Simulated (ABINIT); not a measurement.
# Ga (P2_1/m) in ABINIT: further runs

Aim: see how the results for Ga move with the level of theory and the settings. Levels: PBE, LDA, PBEsol, RPBE, BLYP. Tasks: single point.

All numbers are computed with ABINIT 10.8.3 (patched build); they aren't measurements. Logs are shortened: lines on timing, memory, paths and dates and some standing lists are left out, and cuts for length are marked. The log counts tension as positive stress, the text compression.

**1. Starting point**

Symmetry: P2_1/m, No. 11, monoclinic system. Conventional cell: a = 2.778 Å, b = 3.282 Å, c = 4.210 Å, α = 90.00°, β = 108.61°, γ = 90.00°. Ga (site symmetry m) is surrounded by 8 Ga at 2.71 to 2.84 Å.

This isn't the form of Ga at room conditions, which is orthorhombic.

**2. Single point, PBE**

Contents of run.abi:

```
# Pseudopotentials
pp_dirpath "./"
pseudos "Ga.GGA_PBE-ansatz.xml"

# Structure
acell 2.7784220849 3.28160879 4.2103547521 Angstrom
rprim
     1.0000000000     0.0000000000     0.0000000000
     0.0000000000     1.0000000000     0.0000000000
    -0.3190778872     0.0000000000     0.9477284959
ntypat 1
znucl 31
natom 2
typat 1 1
xred
     0.1345962700     0.7500000000     0.7701668300
     0.8654037300     0.2500000000     0.2298331700
chkprim 0
chksymtnons 0
tolsym 1.0e-6

# Plane-wave basis
ecut 489.804952 eV
pawecutdg 36.0
pawxcdev 0

# k points
kptopt 1
ngkpt 10 8 7
nshiftk 1
shiftk 0.0 0.0 0.0

# Exchange and correlation
ixc 11

# Bands and occupations
nband 17
occopt 3
tsmear 0.05 eV

# SCF cycle
nstep 100
tolvrs 1.0e-9

# Output
iomode 3
prtwf 0
prteig 0
prtebands 0
enunit 2
prtden 1
prtvha 1
prtvclmb 1
prtpot 1
```

Potentials or basis: Ansatz PAW PBE default generated set, frozen core.

Started as:

```sh
$ abinit run.abi > log 2>&1
```

run.abo:

```text
[... set-up lines left out ...]
 ETOT  1  -157.83647051449    -1.578E+02 3.032E+00 9.571E-01
 ETOT  2  -158.14867993498    -3.122E-01 1.748E-01 5.617E-02
 ETOT  3  -158.14892249824    -2.426E-04 4.471E-02 1.219E-02
 ETOT  4  -158.14894831578    -2.582E-05 1.709E-02 8.808E-04
 ETOT  5  -158.14894096067     7.355E-06 8.310E-03 3.474E-04
 ETOT  6  -158.14894007024     8.904E-07 6.509E-03 1.838E-04
 ETOT  7  -158.14893936254     7.077E-07 3.433E-03 6.427E-06
 ETOT  8  -158.14893934131     2.123E-08 3.616E-03 3.169E-06
 ETOT  9  -158.14893932639     1.492E-08 2.594E-03 2.722E-09
 ETOT 10  -158.14893932659    -2.054E-10 4.650E-03 1.077E-08
 ETOT 11  -158.14893932651     8.453E-11 2.682E-03 5.935E-11

 At SCF step   11       nres2   =  5.94E-11 < tolvrs=  1.00E-09 =>converged.

 Cartesian components of stress tensor (hartree/bohr^3)
  sigma(1 1)= -1.25482217E-04  sigma(3 2)=  0.00000000E+00
  sigma(2 2)= -6.27752423E-05  sigma(3 1)=  1.40202421E-05
  sigma(3 3)= -1.20172467E-04  sigma(2 1)=  0.00000000E+00

--- !ResultsGS
iteration_state: {dtset: 1, }
comment   : Summary of ground state results
lattice_vectors:
- [  5.2504568,   0.0000000,   0.0000000, ]
- [  0.0000000,   6.2013419,   0.0000000, ]
- [ -2.5387168,   0.0000000,   7.5405235, ]
lattice_lengths: [   5.25046,    6.20134,    7.95642, ]
lattice_angles: [ 90.000, 108.607,  90.000, ] # degrees, (23, 13, 12)
lattice_volume:   2.4551852E+02
convergence: {deltae:  8.453E-11, res2:  5.935E-11, residm:  2.682E-03, diffor: null, }
etotal    :  -1.58148939E+02
entropy   :   0.00000000E+00
fermie    :   1.61235439E-01
cartesian_stress_tensor: # hartree/bohr^3
- [ -1.25482217E-04,   0.00000000E+00,   1.40202421E-05, ]
- [  0.00000000E+00,  -6.27752423E-05,   0.00000000E+00, ]
- [  1.40202421E-05,   0.00000000E+00,  -1.20172467E-04, ]
pressure_GPa:   3.0248E+00
xred      :
- [  1.3460E-01,   7.5000E-01,   7.7017E-01, Ga]
- [  8.6540E-01,   2.5000E-01,   2.2983E-01, Ga]
cartesian_forces: # hartree/bohr
- [ -1.30131890E-04,   2.03532957E-30,  -1.66315393E-03, ]
- [  1.30131890E-04,  -2.03532957E-30,   1.66315393E-03, ]
force_length_stats: {min:   1.66823719E-03, max:   1.66823719E-03, mean:   1.66823719E-03, }
...

 Integrated electronic density in atomic spheres:
 ------------------------------------------------
 Atom  Sphere_radius  Integrated_density
    1        2.63806         12.15616838
    2        2.63806         12.15616838

================================================================================

 ----iterations are completed or convergence reached----

 Mean square residual over all n,k,spin=   39.219E-07; max=  26.816E-04
 reduced coordinates (array xred) for    2 atoms
       0.134596270000      0.750000000000      0.770166830000
       0.865403730000      0.250000000000      0.229833170000
 rms dE/dt=  7.0609E-03; max dE/dt=  1.2211E-02; dE/dt below (all hartree)
    1       0.000683251869     -0.000000000000      0.012210683245
    2      -0.000683251869      0.000000000000     -0.012210683245

 cartesian coordinates (angstrom) at end:
    1     -0.66070082146719     2.46120659250000     3.07317604311215
    2      2.09569180770464     0.82040219750000     0.91709713330100

 cartesian forces (hartree/bohr) at end:
    1     -0.00013013189028     0.00000000000000    -0.00166315393297
    2      0.00013013189028    -0.00000000000000     0.00166315393297
 frms,max,avg= 9.6315719E-04 1.6631539E-03   0.000E+00  0.000E+00  0.000E+00 h/b

 cartesian forces (eV/Angstrom) at end:
    1     -0.00669165084714     0.00000000000000    -0.08552281382261
    2      0.00669165084714    -0.00000000000000     0.08552281382261
 frms,max,avg= 4.9527534E-02 8.5522814E-02   0.000E+00  0.000E+00  0.000E+00 e/A
 length scales=  5.250456802635  6.201341865472  7.956417374383 bohr
              =  2.778422084900  3.281608790000  4.210354752100 angstroms
 Fermi (or HOMO) energy (hartree) =   0.16124   Average Vxc (hartree)=  -0.38030
 Eigenvalues (hartree) for nkpt= 180  k points:
 kpt#   1, nband= 17, wtk=  0.00179, kpt=  0.0000  0.0000  0.0000 (reduced coord)
  -0.39583   -0.39544   -0.39339   -0.39310   -0.38361   -0.38355   -0.38151   -0.38125
  -0.38114   -0.37599   -0.25753    0.08496    0.10817    0.22824    0.36726    0.49880
   0.55229
      occupation numbers for kpt#   1
   2.00000    2.00000    2.00000    2.00000    2.00000    2.00000    2.00000    2.00000
   2.00000    2.00000    2.00000    2.00000    2.00000    0.00000    0.00000    0.00000
   0.00000
 prteigrs : prtvol=0 or 1, do not print more k-points.

 Fermi (or HOMO) energy (eV) =   4.38744   Average Vxc (eV)= -10.34852
 Eigenvalues (   eV  ) for nkpt= 180  k points:
 kpt#   1, nband= 17, wtk=  0.00179, kpt=  0.0000  0.0000  0.0000 (reduced coord)
 -10.77112  -10.76049  -10.70466  -10.69676  -10.43847  -10.43681  -10.38129  -10.37436
 -10.37122  -10.23110   -7.00766    2.31196    2.94332    6.21060    9.99362   13.57291
  15.02870
 prteigrs : prtvol=0 or 1, do not print more k-points.

--- !EnergyTerms
iteration_state     : {dtset: 1, }
comment             : Components of total free energy in Hartree
kinetic             :  8.47139951000880E+00
hartree             :  6.16768478402972E+01
xc                  : -5.11658800234983E+00
Ewald energy        : -9.72062060031933E+01
psp_core            :  5.51741807005274E+00
local_psp           : -1.36480392317497E+02
PAW spherical_terms :  4.98873412232844E+00
internal            : -1.58148786780352E+02
'-kT*entropy'       : -1.51212508386556E-04
total_energy        : -1.58148937992861E+02
total_energy_eV     : -4.30345183611544E+03
...

--- !EnergyTermsDC
iteration_state     : {dtset: 1, }
comment             : '"Double-counting" decomposition of free energy'
band_energy         : -7.77346895839885E+00
Ewald energy        : -9.72062060031933E+01
psp_core            :  5.51741807005274E+00
xc_dc               : -6.24934980773262E+01
PAW spherical_terms :  3.80696685486587E+00
internal            : -1.58148788114000E+02
'-kT*entropy'       : -1.51212508386556E-04
total_energy_dc     : -1.58148939326508E+02
total_energy_dc_eV  : -4.30345187240583E+03
...

--- !EnergyTermsWithPAWCore
iteration_state     : {dtset: 1, }
comment             : 'Components of total free energy, including PAW core contributions'
Total energy        : -3.84616125758811E+03
Total energy DC     : -3.84616125892175E+03
Total energy (eV)   : -1.04659379544558E+05
Total energy DC (eV): -1.04659379580848E+05
...

 Cartesian components of stress tensor (hartree/bohr^3)
  sigma(1 1)= -1.25482217E-04  sigma(3 2)=  0.00000000E+00
  sigma(2 2)= -6.27752423E-05  sigma(3 1)=  1.40202421E-05
  sigma(3 3)= -1.20172467E-04  sigma(2 1)=  0.00000000E+00

-Cartesian components of stress tensor (GPa)         [Pressure=  3.0248E+00 GPa]
- sigma(1 1)= -3.69181429E+00  sigma(3 2)=  0.00000000E+00
- sigma(2 2)= -1.84691139E+00  sigma(3 1)=  4.12489764E-01
- sigma(3 3)= -3.53559604E+00  sigma(2 1)=  0.00000000E+00

== END DATASET(S) ==============================================================
================================================================================

 -outvars: echo values of variables after computation  --------
            acell      5.2504568026E+00  6.2013418655E+00  7.9564173744E+00 Bohr
           etotal     -1.5814893933E+02
            fcart     -1.3013189028E-04  2.0353295718E-30 -1.6631539330E-03
                       1.3013189028E-04 -2.0353295718E-30  1.6631539330E-03
            rprim      1.0000000000E+00  0.0000000000E+00  0.0000000000E+00
                       0.0000000000E+00  1.0000000000E+00  0.0000000000E+00
                      -3.1907788720E-01  0.0000000000E+00  9.4772849590E-01
           strten     -1.2548221727E-04 -6.2775242339E-05 -1.2017246698E-04
                       0.0000000000E+00  1.4020242125E-05  0.0000000000E+00
           xangst     -6.6070082147E-01  2.4612065925E+00  3.0731760431E+00
                       2.0956918077E+00  8.2040219750E-01  9.1709713330E-01
             xred      1.3459627000E-01  7.5000000000E-01  7.7016683000E-01
                       8.6540373000E-01  2.5000000000E-01  2.2983317000E-01
 Calculation completed.
```

Run time: 89 s. Hardware: 1 thread of Arm Neoverse V2, shared host; peak memory 0.36 GiB.

What came out:

| Item | Value |
| --- | --- |
| Free energy | -4303.4519 eV |
| Pressure | 3.0 GPa |
| Largest force | 0.086 eV/Å |
| Band gap on the k mesh | none (metal or under the smearing width) |

Forces in eV/Å, atoms in the order of the input:
```
Ga  -0.007  0.000 -0.086
Ga   0.007  0.000  0.086
```

Levels at points of the mesh, in eV from the Fermi level:
```csv
k point,band 10,band 11,band 12,band 13,band 14,band 15,band 16,band 17
"(0.00, 0.00, 0.00)",-14.62,-11.40,-2.08,-1.44,1.82,5.61,9.19,10.64
"(0.50, 0.00, 0.00)",-14.65,-6.26,-5.28,-1.40,0.22,6.19,6.60,8.72
"(0.00, 0.50, 0.00)",-14.68,-7.82,-7.82,1.74,1.74,2.69,2.69,11.54
"(0.50, 0.50, 0.00)",-14.65,-2.91,-2.91,-1.72,-1.72,2.18,2.18,4.58
```

Caveat: the atomic spheres overlap.

**3. Single point, LDA**

Edit run.abi of step 2 so:

```diff
@@ -24,3 +24,2 @@
 pawecutdg 36.0
-pawxcdev 0
 
@@ -33,3 +32,3 @@
 # Exchange and correlation
-ixc 11
+ixc 7
```

Potentials or basis: Ansatz PAW PBE default generated set, frozen core.

Started as:

```sh
$ abinit run.abi > log 2>&1
```

It took 77 s on 1 thread of Arm Neoverse V2, shared host; peak memory 0.25 GiB.

It converged, with:

| Quantity | Value |
| --- | --- |
| Free energy | -4311.6656 eV |
| Pressure | -2.8 GPa |
| Largest force | 0.064 eV/Å |
| Band gap on the k mesh | none (metal or under the smearing width) |

Forces in eV/Å, atoms in the order of the input:
```
Ga  -0.014  0.000 -0.063
Ga   0.014  0.000  0.063
```

Stress tensor (GPa, compression positive):
```
-2.26  0.00 -0.40
 0.00 -3.73  0.00
-0.40  0.00 -2.52
```

Levels at points of the mesh, in eV from the Fermi level:
```
           k point  band 9  band 10  band 11  band 12  band 13  band 14  band 15  band 16  band 17
(0.00, 0.00, 0.00)  -14.73   -14.59   -11.37    -2.03    -1.52     1.82     5.74     9.14    10.55
(0.50, 0.00, 0.00)  -14.65   -14.63    -6.28    -5.25    -1.36     0.20     6.14     6.53     8.70
(0.00, 0.50, 0.00)  -14.66   -14.66    -7.82    -7.82     1.77     1.77     2.70     2.70    11.44
(0.50, 0.50, 0.00)  -14.62   -14.62    -2.93    -2.93    -1.71    -1.71     2.20     2.20     4.64
```

Caveat: the PAW data sets were made with another functional, which shifts forces and pressure a little; the atomic spheres overlap.

**4. Single point, PBEsol**

Edit run.abi of step 3 so:

```diff
@@ -24,2 +24,3 @@
 pawecutdg 36.0
+pawxcdev 0
 
@@ -32,3 +33,3 @@
 # Exchange and correlation
-ixc 7
+ixc -116133
```

Potentials or basis: Ansatz PAW PBE default generated set, frozen core.

Started as:

```sh
$ abinit run.abi > log 2>&1
```

run.abo:

```text
[... set-up lines left out ...]
 ETOT  1  -157.80631572943    -1.578E+02 3.027E+00 1.008E+00
 ETOT  2  -158.11564785542    -3.093E-01 1.794E-01 6.420E-02
 ETOT  3  -158.11587740788    -2.296E-04 5.063E-02 5.546E-03
 ETOT  4  -158.11590350443    -2.610E-05 1.720E-02 5.048E-03
 ETOT  5  -158.11588637759     1.713E-05 1.029E-02 1.365E-03
 ETOT  6  -158.11587896935     7.408E-06 6.433E-03 1.489E-04
 ETOT  7  -158.11587857109     3.983E-07 3.359E-03 2.168E-05
 ETOT  8  -158.11587846949     1.016E-07 2.561E-03 7.530E-07
 ETOT  9  -158.11587846817     1.323E-09 2.437E-03 4.036E-07
 ETOT 10  -158.11587846624     1.924E-09 3.851E-03 1.002E-09
 ETOT 11  -158.11587846626    -1.705E-11 2.871E-03 2.136E-10

 At SCF step   11       nres2   =  2.14E-10 < tolvrs=  1.00E-09 =>converged.

 Cartesian components of stress tensor (hartree/bohr^3)
  sigma(1 1)=  3.13658861E-06  sigma(3 2)=  0.00000000E+00
  sigma(2 2)=  5.99007753E-05  sigma(3 1)=  1.38463072E-05
  sigma(3 3)=  1.01085944E-05  sigma(2 1)=  0.00000000E+00

--- !ResultsGS
iteration_state: {dtset: 1, }
comment   : Summary of ground state results
lattice_vectors:
- [  5.2504568,   0.0000000,   0.0000000, ]
- [  0.0000000,   6.2013419,   0.0000000, ]
- [ -2.5387168,   0.0000000,   7.5405235, ]
lattice_lengths: [   5.25046,    6.20134,    7.95642, ]
lattice_angles: [ 90.000, 108.607,  90.000, ] # degrees, (23, 13, 12)
lattice_volume:   2.4551852E+02
convergence: {deltae: -1.705E-11, res2:  2.136E-10, residm:  2.871E-03, diffor: null, }
etotal    :  -1.58115878E+02
entropy   :   0.00000000E+00
fermie    :   1.55247094E-01
cartesian_stress_tensor: # hartree/bohr^3
- [  3.13658861E-06,   0.00000000E+00,   1.38463072E-05, ]
- [  0.00000000E+00,   5.99007753E-05,   0.00000000E+00, ]
- [  1.38463072E-05,   0.00000000E+00,   1.01085944E-05, ]
pressure_GPa:  -7.1734E-01
xred      :
- [  1.3460E-01,   7.5000E-01,   7.7017E-01, Ga]
- [  8.6540E-01,   2.5000E-01,   2.2983E-01, Ga]
cartesian_forces: # hartree/bohr
- [ -1.75298629E-04,  -2.03532957E-30,  -1.35933137E-03, ]
- [  1.75298629E-04,   2.03532957E-30,   1.35933137E-03, ]
force_length_stats: {min:   1.37058797E-03, max:   1.37058797E-03, mean:   1.37058797E-03, }
...

 Integrated electronic density in atomic spheres:
 ------------------------------------------------
 Atom  Sphere_radius  Integrated_density
    1        2.63806         12.15526675
    2        2.63806         12.15526675

================================================================================

 ----iterations are completed or convergence reached----

 Mean square residual over all n,k,spin=   38.251E-07; max=  28.707E-04
 reduced coordinates (array xred) for    2 atoms
       0.134596270000      0.750000000000      0.770166830000
       0.865403730000      0.250000000000      0.229833170000
 rms dE/dt=  5.6858E-03; max dE/dt=  9.8050E-03; dE/dt below (all hartree)
    1       0.000920397880      0.000000000000      0.009805036511
    2      -0.000920397880     -0.000000000000     -0.009805036511

 cartesian coordinates (angstrom) at end:
    1     -0.66070082146719     2.46120659250000     3.07317604311215
    2      2.09569180770464     0.82040219750000     0.91709713330100

 cartesian forces (hartree/bohr) at end:
    1     -0.00017529862912    -0.00000000000000    -0.00135933136907
    2      0.00017529862912     0.00000000000000     0.00135933136907
 frms,max,avg= 7.9130933E-04 1.3593314E-03   0.000E+00  0.000E+00  0.000E+00 h/b

 cartesian forces (eV/Angstrom) at end:
    1     -0.00901421794127    -0.00000000000000    -0.06989962943050
    2      0.00901421794127     0.00000000000000     0.06989962943050
 frms,max,avg= 4.0690762E-02 6.9899629E-02   0.000E+00  0.000E+00  0.000E+00 e/A
 length scales=  5.250456802635  6.201341865472  7.956417374383 bohr
              =  2.778422084900  3.281608790000  4.210354752100 angstroms
 Fermi (or HOMO) energy (hartree) =   0.15525   Average Vxc (hartree)=  -0.38434
 Eigenvalues (hartree) for nkpt= 180  k points:
 kpt#   1, nband= 17, wtk=  0.00179, kpt=  0.0000  0.0000  0.0000 (reduced coord)
  -0.39949   -0.39910   -0.39708   -0.39675   -0.38719   -0.38709   -0.38507   -0.38478
  -0.38468   -0.37951   -0.26353    0.07903    0.10217    0.22216    0.36112    0.49253
   0.54679
      occupation numbers for kpt#   1
   2.00000    2.00000    2.00000    2.00000    2.00000    2.00000    2.00000    2.00000
   2.00000    2.00000    2.00000    2.00000    2.00000    0.00000    0.00000    0.00000
   0.00000
 prteigrs : prtvol=0 or 1, do not print more k-points.

 Fermi (or HOMO) energy (eV) =   4.22449   Average Vxc (eV)= -10.45843
 Eigenvalues (   eV  ) for nkpt= 180  k points:
 kpt#   1, nband= 17, wtk=  0.00179, kpt=  0.0000  0.0000  0.0000 (reduced coord)
 -10.87080  -10.86016  -10.80507  -10.79609  -10.53606  -10.53335  -10.47829  -10.47040
 -10.46759  -10.32696   -7.17101    2.15053    2.78028    6.04518    9.82663   13.40251
  14.87892
 prteigrs : prtvol=0 or 1, do not print more k-points.

--- !EnergyTerms
iteration_state     : {dtset: 1, }
comment             : Components of total free energy in Hartree
kinetic             :  8.47954876448901E+00
hartree             :  6.16078387004687E+01
xc                  : -5.07774978258643E+00
Ewald energy        : -9.72062060031933E+01
psp_core            :  5.51741807005274E+00
local_psp           : -1.36405928653742E+02
PAW spherical_terms :  4.96935263478067E+00
internal            : -1.58115726269731E+02
'-kT*entropy'       : -1.52031166970097E-04
total_energy        : -1.58115878300898E+02
total_energy_eV     : -4.30255223606826E+03
...

--- !EnergyTermsDC
iteration_state     : {dtset: 1, }
comment             : '"Double-counting" decomposition of free energy'
band_energy         : -7.88125284580595E+00
Ewald energy        : -9.72062060031933E+01
psp_core            :  5.51741807005274E+00
xc_dc               : -6.23734160826851E+01
PAW spherical_terms :  3.82773042654016E+00
internal            : -1.58115726435091E+02
'-kT*entropy'       : -1.52031166970097E-04
total_energy_dc     : -1.58115878466258E+02
total_energy_dc_eV  : -4.30255224056795E+03
...

--- !EnergyTermsWithPAWCore
iteration_state     : {dtset: 1, }
comment             : 'Components of total free energy, including PAW core contributions'
Total energy        : -3.84323589476106E+03
Total energy DC     : -3.84323589492642E+03
Total energy (eV)   : -1.04579776366762E+05
Total energy DC (eV): -1.04579776371261E+05
...

 Cartesian components of stress tensor (hartree/bohr^3)
  sigma(1 1)=  3.13658861E-06  sigma(3 2)=  0.00000000E+00
  sigma(2 2)=  5.99007753E-05  sigma(3 1)=  1.38463072E-05
  sigma(3 3)=  1.01085944E-05  sigma(2 1)=  0.00000000E+00

-Cartesian components of stress tensor (GPa)         [Pressure= -7.1734E-01 GPa]
- sigma(1 1)=  9.22816228E-02  sigma(3 2)=  0.00000000E+00
- sigma(2 2)=  1.76234165E+00  sigma(3 1)=  4.07372422E-01
- sigma(3 3)=  2.97405116E-01  sigma(2 1)=  0.00000000E+00

== END DATASET(S) ==============================================================
================================================================================

 -outvars: echo values of variables after computation  --------
            acell      5.2504568026E+00  6.2013418655E+00  7.9564173744E+00 Bohr
           etotal     -1.5811587847E+02
            fcart     -1.7529862912E-04 -2.0353295718E-30 -1.3593313691E-03
                       1.7529862912E-04  2.0353295718E-30  1.3593313691E-03
            rprim      1.0000000000E+00  0.0000000000E+00  0.0000000000E+00
                       0.0000000000E+00  1.0000000000E+00  0.0000000000E+00
                      -3.1907788720E-01  0.0000000000E+00  9.4772849590E-01
           strten      3.1365886057E-06  5.9900775320E-05  1.0108594423E-05
                       0.0000000000E+00  1.3846307198E-05  0.0000000000E+00
           xangst     -6.6070082147E-01  2.4612065925E+00  3.0731760431E+00
                       2.0956918077E+00  8.2040219750E-01  9.1709713330E-01
             xred      1.3459627000E-01  7.5000000000E-01  7.7016683000E-01
                       8.6540373000E-01  2.5000000000E-01  2.2983317000E-01
 Calculation completed.
```

Run time: 100 s. Hardware: 1 thread of Arm Neoverse V2, shared host; peak memory 0.36 GiB.

Results:

```yaml
Free_energy: -4302.5522 eV
Pressure: -0.7 GPa
Largest_force: 0.070 eV/Å
Band_gap_on_the_k_mesh: none (metal or under the smearing width)
```

Forces in eV/Å, atoms in the order of the input:
```
Ga  -0.009  0.000 -0.070
Ga   0.009  0.000  0.070
```

Stress tensor (GPa, compression positive):
```
-0.09  0.00 -0.41
 0.00 -1.76  0.00
-0.41  0.00 -0.30
```

Caveat: the PAW data sets were made with another functional, which shifts forces and pressure a little; the atomic spheres overlap.

(Part 1 of 2 ends here.)
